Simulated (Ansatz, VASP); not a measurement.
# Cross-check of GaN (V_N-V_Ga) between VASP and Ansatz

Aim: how closely do two programs agree when they are given the same cell, functional and k mesh? The cell is taken from a series of runs on this material, whose earlier steps may have relaxed, scaled, displaced or heated it; both programs get it as it stands.

Calculated with Ansatz 0.2.0; plane waves, with VASP 6.6.1 beside it; single point at r2SCAN.

## Step 1: Starting point

The cell holds 52 atoms: 26 Ga and 26 N. Cell: a = 9.542 Å, b = 9.542 Å, c = 9.542 Å, α = 60.0°, β = 60.0°, γ = 60.0°. It derives from GaN (GaN (F-43m)). Nearest the centre at fractional (0.375, 0.375, 0.542): Ga14 at 2.37 Å, Ga16 at 2.37 Å, Ga22 at 2.38 Å, N40 at 2.57 Å, N32 at 2.58 Å, N38 at 2.58 Å, Ga9 at 3.29 Å, Ga6 at 3.29 Å. The cell carries charge −1.

Coordinates:

```
Ga N
1.0
     0.00000    6.74729    6.74729
     6.74729    0.00000    6.74729
     6.74729    6.74729    0.00000
Ga N
26 26
Direct
  0.00142 0.00066 0.99910
  0.00087 0.00012 0.33352
  0.00039 0.99963 0.66766
  0.00276 0.33341 0.99796
  0.00091 0.33310 0.33334
  0.00405 0.33319 0.66735
  0.00158 0.66616 0.99902
  0.00209 0.66640 0.33267
  0.00500 0.66231 0.66723
  0.33416 0.00203 0.99793
  0.33387 0.00014 0.33334
  0.33397 0.00325 0.66737
  0.33465 0.33387 0.99625
  0.34020 0.33939 0.33327
  0.33592 0.66722 0.99682
  0.34058 0.65428 0.33355
  0.33467 0.66125 0.66777
  0.66692 0.00081 0.99902
  0.66718 0.00129 0.33267
  0.66305 0.00423 0.66724
  0.66800 0.33516 0.99681
  0.65496 0.33981 0.33359
  0.66202 0.33389 0.66776
  0.66817 0.66741 0.99703
  0.66725 0.66645 0.33269
  0.66738 0.66659 0.66669
  0.08342 0.08265 0.08501
  0.08389 0.08312 0.41739
  0.08392 0.08314 0.74957
  0.08350 0.41637 0.08488
  0.08788 0.41642 0.41588
  0.06606 0.42196 0.75696
  0.08472 0.75015 0.08248
  0.08812 0.74726 0.41582
  0.08415 0.75072 0.74950
  0.41713 0.08274 0.08488
  0.41719 0.08708 0.41589
  0.42272 0.06531 0.75695
  0.41785 0.41708 0.08424
  0.42232 0.42155 0.75606
  0.41799 0.74814 0.08422
  0.41729 0.74745 0.41586
  0.41737 0.75160 0.74704
  0.75092 0.08394 0.08248
  0.74803 0.08733 0.41581
  0.75148 0.08337 0.74950
  0.74890 0.41722 0.08422
  0.74822 0.41652 0.41585
  0.75239 0.41659 0.74703
  0.75101 0.75025 0.08245
  0.75139 0.75060 0.41518
  0.75234 0.75155 0.74709
```

## Step 2: Ansatz: single point, r2SCAN

Ansatz runs on its PAW soft_1 files.

A single point gives forces, pressure and levels at one fixed geometry, so differences don't come from the geometry; what else differs is listed under the comparison.

input.yaml reads:

```yaml
crystal:
  checkpoint: "../qm1_M1.relax.run"
  host: checkpoint
total_charge: -1
basis:
  ecutwfc: 500
  xc_grid: 2
hamiltonian:
  xc: r2scan
  pseudopotentials: { kind: paw, azcp: { folder: soft_1 } }
kpoints:
  mp_grid: { grid: [2, 2, 2], shift: [0.5, 0.5, 0.5] }
magnetization:
  spin_polarized: true
  initial_magnetization: 1
  spin_locking: { lock_magnetization: hard }
scf:
  occupations: { method: fermi_dirac, width: 0.01 }
  max_iter: 80
output:
  forces: true
  eigenvalues: true
  charged_corrections:
    epsilon: 6.0
    static_epsilon: 10.56
    defect_position: [0.375, 0.375, 0.541667]
  eigenstates: { localisation: true }
  populations: true
  efg: {}
checkpoint:
  read: "../qm1_M1.relax.run"
  write: "../qm1_M1.point.run"
  compress: false
  write_wavefunctions: false
  write_every: 100000
```

Started as:

```
> ansatz run input.yaml --threads 8 --pin off --max-ram 15073MiB --backend cpu --events-out ev --progress --plain --runs-dir out
```

Numbers of over 12 decimals in the logs are rounded to 6 here.

Log:

```text
Warning: This run holds its total moment fixed (magnetization.spin_locking.lock_magnetization: hard) and mixes its density by anderson or broyden (scf.mixing.algorithm, typed or taken by auto). Slabs with a fixed moment have converged under broyden above another state at the same moment, at the default mixing steps and at smaller ones, and under scf.lower_state_search: standard, light or off a state that such a mixer [...]
crystal.checkpoint: the structure is that of <dir>, a `relax` run, at its step 6: its result, under r2scan at a charge of -1 e; 52 atoms read, 0 with a starting moment; crystal.structure_sha256 for this input is
Engine: ansatz 0.2.0, aarch64-unknown-linux-gnu
Pseudopotentials: kind: paw
Pseudopotential: Ga, paw, valence charge 13, recommended cutoff 500 eV (meta_gga), soft_1/Ga.paw.azcp
Pseudopotential: N, paw, valence charge 5, recommended cutoff 500 eV (meta_gga), soft_1/N.paw.azcp
Functional definition: r2SCAN
  parameter k0 = 0.174
  parameter k1 = 0.065
  parameter a1 = 4.9479
  exchange = r2scan_x(k0 = k0, k1 = k1, a1 = a1)
  correlation = r2scan_c
Crystal: 52 atoms, lattice volume = 614.353 Å³
Basis set: ecut = 500 eV, 15593 PW (Γ), exchange–correlation on 144×144×144 points (8 copies of the dense FFT grid, shifted against one another)
Bands: 287, of which v1, the nominal top of the filled ones, is band 235 counted from 1 (234 counted from 0)
Symmetry: 1 space group operations
Space group: P1 (ITA 1), of the structure as read, at distance tolerance 8.5e-5 Å
Magnetic group: BNS 1.1 (UNI 1), of the structure as read, at distance tolerance 8.5e-5 Å
k-points: 4 of 8 (time reversal used)
Non-local potential: Ga, projectors of the file, l = 0: 2, l = 1: 2, l = 2: 3, l = 3: 1
Non-local potential: N, projectors of the file, l = 0: 2, l = 1: 2, l = 2: 1
PAW form: soft (Blöchl's): semilocal exchange-correlation on the pseudo side does not see the compensation charge
PAW frozen core: Ga, regenerated for the run's functional (the file was generated under x = pbe(κ = 0.804, μ = 0.219515), c = pbe(β = 0.066725))
PAW frozen core: N, regenerated for the run's functional (the file was generated under x = pbe(κ = 0.804, μ = 0.219515), c = pbe(β = 0.066725))
PAW one-centre angular grid: Ga, 590 points (default); XC on 160 Gauss nodes
PAW one-centre angular grid: N, 302 points (default); XC on 160 Gauss nodes
Initial density: read from a saved state, or passed on in memory by an earlier SCF of this step, an earlier step, the calling program or the single point that the run made first
Stability of the state it starts from, as read at its close in the collinear treatment: not read, because the mixer in use, unlike msr1, does not test its closes by its own steps (another_mixer); its run was given moments
Starting moments: Σ|m| = 1 μB on 52 of 52 sites; this step starts from the density that it was given
Initial wavefunctions: those read from a saved state, or passed on in memory by an earlier step or the calling program
Functional: x = r2scan, c = r2scan; τ floored in thin density (d = 2e-4 eV/Å³)
iter 1 solved again at ethr=5.11e-12 eV; its pass at ethr=3.10e-3 eV (dr2=2.40e-8 eV) is discarded
SCF iter   1: F=—  HF=-108569.450509 eV  |F-HF|=—  |Δ(HF+E_count)|=         —  Δρ=1.31e-6 (↑9.56e-7 ↓1.31e-6)  dr2=2.39e-8  dr2_τ=3.13e-10  dr2_m=1.52e-9  M=1.000 μB ∫|m|=1.234 μB  β_m=1.20  ethr=5.11e-12  ⟨swp⟩=1.0  Hψ=6400  notcnv=0
preconditioner: auto → Resta (q_TF=auto, 2.608 Å⁻¹)  ε∞=4.5  [insulator: Δε(μ)=0.143 eV  Ē_g=17.259 eV  σ=0.010 eV  W_gap=1.00  n_scr=168 (ndim 8)  ℏωp=32.4 eV  f_vac=0.015  D(μ)=0.07/eV (n_scr^D=0)  ε∞_Penn≈4.5]
spin=Collinear: Resta preconditioning applied to the charge; magnetization (m = ρ↑ − ρ↓) channel mixes plain (no charge-response kernel on spin).
SCF iter   2: F=-108569.450509 eV  HF=-108569.450509 eV  |F-HF|=1.75e-8  |Δ(HF+E_count)|=   2.01e-8  Δρ=8.83e-7 (↑7.69e-7 ↓8.83e-7)  dr2=1.54e-8  dr2_τ=8.27e-11  dr2_m=1.37e-10  M=1.000 μB ∫|m|=1.234 μB  ethr=5.10e-12  ⟨swp⟩=1.0  Hψ=6316  notcnv=0
SCF 1 converged in 2 iterations: F = -108569.450509 eV  dr2 = 1.54e-8
  greatest PAW one-centre occupation: 0.995 electrons in one spin orbital (limit 2), on the Ga atom at site 44 (counted from 0), in its partial waves of l = 2
this state was not tested for a lower state beside it, because the mixer in use, unlike msr1, does not test its closes by its own steps (another_mixer; see scf.mixing.algorithm and scf.lower_state_search)
SCF converged after 2 iterations
[...]
k-point 2 ↑: bands = [... 231 lower, 8.4605, 8.5925, 9.0307, 9.1650, 11.8152, 12.1765, 13.0361, 13.2665, ... 48 higher]
  k-point 3 ↓: bands = [... 231 lower, 8.5799, 9.1484, 9.5254, 9.8114, 11.8280, 12.1895, 13.0623, 13.2801, ... 48 higher]
--- Löwdin populations: 52 sites ---
  site symbol       q [e]    m [muB]
     0     Ga     12.1753     0.0002
     1      N      5.8159    -0.0006
     2     Ga     12.1790    -0.0008
     3      N      5.8144    -0.0002
     4     Ga     12.1771    -0.0013
     5      N      5.8175     0.0007
     6     Ga     12.1742    -0.0127
     7      N      5.8159    -0.0004
     8     Ga     12.1797    -0.0007
     9      N      5.8003    -0.0007
    10     Ga     12.1807    -0.0151
    11      N      5.7564     0.3489
    12     Ga     12.1756     0.0001
    13      N      5.8149     0.0005
    14     Ga     12.1793     0.0001
    15      N      5.8009    -0.0006
    16     Ga     12.1820    -0.0170
    17      N      5.8174     0.0005
    18     Ga     12.1742    -0.0126
    19      N      5.8159    -0.0004
    20     Ga     12.1797    -0.0007
    21      N      5.8003    -0.0007
    22     Ga     12.1807    -0.0150
    23      N      5.7569     0.3475
[...]
44     Ga     12.1830    -0.0110
    45      N      5.8118     0.0496
    46     Ga     12.1757    -0.0032
    47      N      5.8151     0.0001
    48     Ga     12.1795     0.0000
    49      N      5.8128    -0.0007
    50     Ga     12.1756    -0.0055
    51      N      5.8057     0.0721
  spilling = 0.001791 (of n_electrons = 469.000000)
```

## Step 3: VASP: single point, r2SCAN

The same cell, functional, mesh and smearing now go to VASP, with its own data sets.

Lines of VASP's logs that name or quote its potential files are left out, and so is its time.

INCAR reads:

```
SYSTEM = GaN
PREC = Accurate
ENCUT = 580
EDIFF = 1E-06
NELM = 200
ISMEAR = -1
SIGMA = 0.01
LREAL = Auto
ALGO = Normal
METAGGA = R2SCAN
LASPH = .TRUE.
NELECT = 469
NBANDS = 272
ISPIN = 2
MAGMOM = 0 -0 -0 0 -0 0 0 0 0 0 -0 0 0 -0 -0 0 0 0 0 0 -0 0 0 -0 -0 -0 -0 -0 0 -0 -0 0.25 0 -0 -0 -0 -0 0.25 0.01 0.17 0.01 -0 0.04 0 -0 -0 0.01 -0 0.04 0 -0 0.06
LORBIT = 11
LWAVE = .FALSE.
LCHARG = .FALSE.
ISIF = 2
ISYM = 0
NUPDOWN = 1
GGA_COMPAT = .FALSE.
LMIXTAU = .TRUE.
```

POSCAR reads:

```
GaN
1.0
    0.0000000000      6.7472908298      6.7472908298
    6.7472908298      0.0000000000      6.7472908298
    6.7472908298      6.7472908298      0.0000000000
Ga N
26 26
Direct
    0.0014234454      0.0006596054      0.9990997938
    0.0008651654      0.0001199624      0.3335249669
    0.0003907829      0.9996288423      0.6676621563
    0.0027634289      0.3334054206      0.9979620205
    0.0009111098      0.3331008232      0.3333388168
    0.0040505467      0.3331902980      0.6673544022
    0.0015763146      0.6661648333      0.9990172167
    0.0020881855      0.6663959466      0.3326694880
    0.0049955677      0.6623131839      0.6672281934
    0.3341648451      0.0020262715      0.9979265813
    0.3338721840      0.0001391542      0.3333389746
    0.3339701973      0.0032535714      0.6673720222
    0.3346462404      0.3338743747      0.9962537998
    0.3402034153      0.3393876155      0.3332734076
    0.3359199793      0.6672244387      0.9968168296
    0.3405761035      0.6542751548      0.3335518246
    0.3346685610      0.6612452498      0.6677678362
    0.6669245775      0.0008143427      0.9990177216
    0.6671792901      0.0012894770      0.3326723253
    0.6630542241      0.0042257706      0.6672429045
    0.6679974927      0.3351625091      0.9968054472
    0.6549607574      0.3398091938      0.3335918362
    0.6620227328      0.3338942966      0.6677564151
    0.6681746235      0.6674057101      0.9970289078
    0.6672483583      0.6664529078      0.3326913118
    0.6673786488      0.6665943018      0.6666893311
    0.0834190990      0.0826540748      0.0850114558
    0.0838881694      0.0831173136      0.4173873980
    0.0839193145      0.0831432150      0.7495662100
    0.0835028898      0.4163674573      0.0848831133
    0.0878831805      0.4164162388      0.4158819907
    0.0660594629      0.4219605646      0.7569630830
    0.0847222733      0.7501512128      0.0824790472
    0.0881173705      0.7472587283      0.4158151195
    0.0841462353      0.7507178938      0.7495033194
    0.4171267159      0.0827350284      0.0848767407
    0.4171943032      0.0870785600      0.4158895965
    0.4227186388      0.0653101356      0.7569501072
    0.4178546008      0.4170787413      0.0842378016
    0.4223229792      0.4215451881      0.7560558252
    0.4179851766      0.7481367789      0.0842200670
    0.4172939167      0.7474475208      0.4158574532
    0.4173708808      0.7515971202      0.7470437631
    0.7509221882      0.0839442388      0.0824803473
    0.7480320343      0.0873336819      0.4158148904
    0.7514835745      0.0833696771      0.7495008874
    0.7489022749      0.4172166308      0.0842195506
    0.7482168127      0.4165242807      0.4158530723
    0.7523886894      0.4165907589      0.7470347626
    0.7510081729      0.7502454508      0.0824454422
    0.7513889868      0.7506011966      0.4151820766
    0.7523443567      0.7515524733      0.7470933572
```

KPOINTS reads:

```
Points of the shifted mesh
8
Reciprocal
 0.2500000000  0.2500000000  0.2500000000 1
 0.2500000000  0.2500000000  0.7500000000 1
 0.2500000000  0.7500000000  0.2500000000 1
 0.2500000000  0.7500000000  0.7500000000 1
 0.7500000000  0.2500000000  0.2500000000 1
 0.7500000000  0.2500000000  0.7500000000 1
 0.7500000000  0.7500000000  0.2500000000 1
 0.7500000000  0.7500000000  0.7500000000 1
```

The projector-augmented-wave data sets are Ga_d and N (PBE family, release 64).

Started as:

```
> export OMP_NUM_THREADS=3
> mpirun -np 1 vasp_std
```

Log:

```text
[banner, memory and clock lines left out]
running    1 mpi-ranks, on    1 nodes
[...]
Offloading initialized ...    1 GPUs detected
[...]
|                                                                             |
|               ----> ADVICE to this user running VASP <----                  |
|                                                                             |
|     You enforced a specific xc type in the INCAR file but a different       |
|     [... a line on the potential file left out ...]
|     I HOPE YOU KNOW WHAT YOU ARE DOING!                                     |
|                                                                             |

 LDA part: xc-table for (None), standard interpolation
 POSCAR, INCAR and KPOINTS ok, starting setup
[...]
entering main loop
       N       E                     dE             d eps       ncg     rms          rms(c)
DAV:   1     0.930122735918E+04    0.93012E+04   -0.18299E+05  9000   0.350E+03
DAV:   2     0.191890751400E+04   -0.73823E+04   -0.70281E+04  8704   0.103E+03
DAV:   3    -0.303877538648E+03   -0.22228E+04   -0.20954E+04 10288   0.356E+02
DAV:   4    -0.642455727565E+03   -0.33858E+03   -0.32621E+03  9648   0.137E+02
DAV:   5    -0.687719656534E+03   -0.45264E+02   -0.44877E+02 14632   0.491E+01BRMIX: very serious problems
 the old and the new charge density differ
 old charge density:   468.00000 new  469.00000
    0.374E+01
DAV:   6    -0.551627855078E+03    0.13609E+03   -0.16483E+02 13592   0.700E+01    0.116E+01
DAV:   7    -0.556698888976E+03   -0.50710E+01   -0.45459E+01  9832   0.203E+01    0.938E+00
DAV:   8    -0.557003556032E+03   -0.30467E+00   -0.56925E+00 10032   0.238E+01    0.507E+00
DAV:   9    -0.557296398444E+03   -0.29284E+00   -0.21741E+00 10720   0.819E+00    0.185E+00
[...]
DAV:  21    -0.557258552049E+03    0.34786E-05   -0.11582E-05  8200   0.201E-02    0.496E-03
DAV:  22    -0.557258550367E+03    0.16815E-05   -0.39637E-06  6760   0.152E-02    0.217E-03
DAV:  23    -0.557258550251E+03    0.11606E-06   -0.26830E-06  6144   0.889E-03
   1 F= -.55725855E+03 E0= -.55725852E+03  d E =-.573867E-04  mag=     1.0000
```

OUTCAR, selected parts (step 3):

```text
 POSITION                                       TOTAL-FORCE (eV/Angst)
 -----------------------------------------------------------------------------------
      6.74567      6.75082      0.01405         0.003934      0.001204      0.000981
      2.25120      2.25623      0.00665        -0.004857      0.006685     -0.005583
     11.24970      4.50755      6.74742         0.000095      0.000067      0.002321
      8.98312      6.75219      2.26823         0.011814      0.013858     -0.001306
      4.49666      2.25528      2.25368         0.003300     -0.004370     -0.003386
      6.75097      4.53016      2.27546        -0.007678     -0.018010     -0.004998
     11.23547      6.75130      4.50544        -0.010317      0.002538     -0.000645
      6.74099      2.25871      4.51046         0.005763      0.006548     -0.003130
      8.97080      4.53569      4.50253         0.012155     -0.014435      0.009859
      6.74697      8.98801      2.26838         0.019698      0.007314     -0.001786
      2.25007      4.50187      2.25367        -0.009072      0.004566     -0.008463
      4.52491      6.75635      2.27535        -0.016523     -0.014301     -0.002570
      8.97476      8.97997      4.51070         0.017866      0.011037     -0.006113
      4.53864      4.54414      4.58540         0.044786      0.041206      0.038415
[...]
-----------------------------------------------------------------------------------
    total drift:                                0.008141     -0.028013      0.044321

  FREE ENERGIE OF THE ION-ELECTRON SYSTEM (eV)
  ---------------------------------------------------
  free  energy   TOTEN  =      -557.2585502514 eV

  energy  without entropy=     -557.2584928647  energy(sigma->0) =     -557.25852156

 magnetization (x)
# of ion       s       p       d       tot
------------------------------------------
    1       -0.000   0.000   0.000   0.000
    2       -0.000  -0.000  -0.000  -0.001
    3       -0.000  -0.001  -0.000  -0.001
    4       -0.003  -0.005   0.004  -0.004
    5       -0.000  -0.000  -0.000  -0.001
    6       -0.004  -0.005   0.006  -0.002
    7       -0.000   0.000   0.000   0.000
    8       -0.000   0.000   0.000   0.000
    9       -0.004  -0.004   0.007  -0.002
   10       -0.003  -0.005   0.004  -0.004
   11       -0.000  -0.000  -0.000  -0.001
   12       -0.004  -0.005   0.006  -0.002
   13       -0.002  -0.004   0.003  -0.002
[...]
--------------------------------------------------
tot         -0.003   0.708   0.049   0.753

[... 1 further part left out ...]
```

The run ends at a pressure of 2.63 GPa, with forces up to 0.072 eV/Å.

## Step 4: Comparison

Known differences besides the potentials themselves: VASP starts from the moments at which Ansatz ended; VASP keeps PBE cores, Ansatz makes them for the functional; the cutoff is 500 eV in Ansatz and 580 eV in VASP (PREC = Accurate, projectors in real space); site moments are counted in spheres of each program's own size. Total energies have different zeros and are not compared.

Compared:

```csv
quantity,Ansatz,VASP,difference
"total moment, fixed by the input (μB)",1.00,1.00,0.00
moment on N32 (μB),0.25,0.24,+0.01
moment on N38 (μB),0.24,0.23,+0.01
moment on N40 (μB),0.17,0.16,+0.01
moment on N52 (μB),0.06,0.05,+0.01
```

At this near-relaxed geometry the largest component of a force difference is 47 meV/Å. The cell carries a charge of -1 e against a uniform background, so its pressure also hangs on how the neutralising background is counted, and in a defect's cell a gap may be the spacing between its levels.

## Step 5: Summary of results

```json
{
  "r.m.s. force difference (single point, r2SCAN)": "15 meV/Å"
}
```

What this shows: The r.m.s. force difference is 15 meV/Å (single point, r2SCAN), beyond the 12 meV/Å picked in this series as the mark of a large difference. What causes the difference of the single point, r2SCAN pair stays open here. Such differences can come from data sets, numerical settings and the points named under the comparisons, not from the functional's error against experiment.

[Lines on the potential files, build, host, timing and source positions are cut from VASP's logs without a mark.]

[Logs are printed without paths, hosts, clocks, repeated set-up lines and the standing remarks that a program may print on its own settings, such as how far it seeks lower states.]

[Hosts, paths, dates, database ids (printed as entryN), source tags and the programs' standing remarks are cut or masked in the printed files.]
